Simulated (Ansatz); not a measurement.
`C=C1CC1[SiH3]` + H₂ → `C=C1CC1` + SiH₄ at 500 K and 1 bar (hydrogenolysis of a C–Si bond).

Computed with Ansatz on PBE0-D4/def2-TZVP structures; ΔE is electronic, products minus reactants. CCSD(T)/CBS adds triple-zeta CCSD(T) − MP2 to the extrapolated MP2 energy (def2 sets, frozen cores). This one scheme is used for every species.

```tsv
species	CCSD(T)/CBS energy (Eh)	H − E (kJ/mol)	S (J/(mol·K))
`C=C1CC1[SiH3]`	-446.02876	311.0	399.1
H₂	-1.17544	41.0	145.5
`C=C1CC1`	-155.74625	256.5	316.2
SiH₄	-291.46306	102.4	230.9
```

H − E and S are ideal-gas, rigid-rotor, harmonic terms from PBE0-D4/def2-TZVP, for one conformer and one mirror image of each species. For small species the MP2-based limit differs from directly extrapolated CCSD(T) by up to some mEh (0.8 for H₂); such offsets cancel only in part. 1 Eh = 2625.50 kJ/mol, R = 8.31446 J/(mol·K).

Question: By hand: ΔE, ΔH, ΔS and ΔG.

Answer: ΔE = (-155.74625) + (-291.46306) − (-446.02876) − (-1.17544) = -0.00511 Eh = -13.4 kJ/mol. Δ(H − E) = 256.5 + 102.4 − 311.0 − 41.0 = 6.9, so ΔH = -6.5 kJ/mol. ΔS = 316.2 + 230.9 − 399.1 − 145.5 = 2.5 J/(mol·K). ΔG = -6.5 − 500 × (2.5)/1000 = -7.8 kJ/mol.

Question: By hand: the equilibrium constant, and the temperature at which ΔG would vanish if ΔH and ΔS stayed fixed.

Answer: log₁₀ K = −ΔG/(RT ln 10) = 0.8. ΔH and −TΔS have one sign here, so there is no such temperature.

The number of gas molecules stays the same, so ΔS is small and ΔH decides. A doubt of 5 kJ/mol in ΔE shifts log₁₀ K by 0.5 here. Other conformers and mirror images would add mixing entropy, several J/(mol·K) or more a flexible species. These are equilibria of isolated gas molecules and say nothing of rates. Largest T1 diagnostic: 0.011 (customary marks: 0.02 for closed shells, 0.045 for open ones).

ΔS is within the doubt of such terms, so its sign, and with it that verdict, could turn.
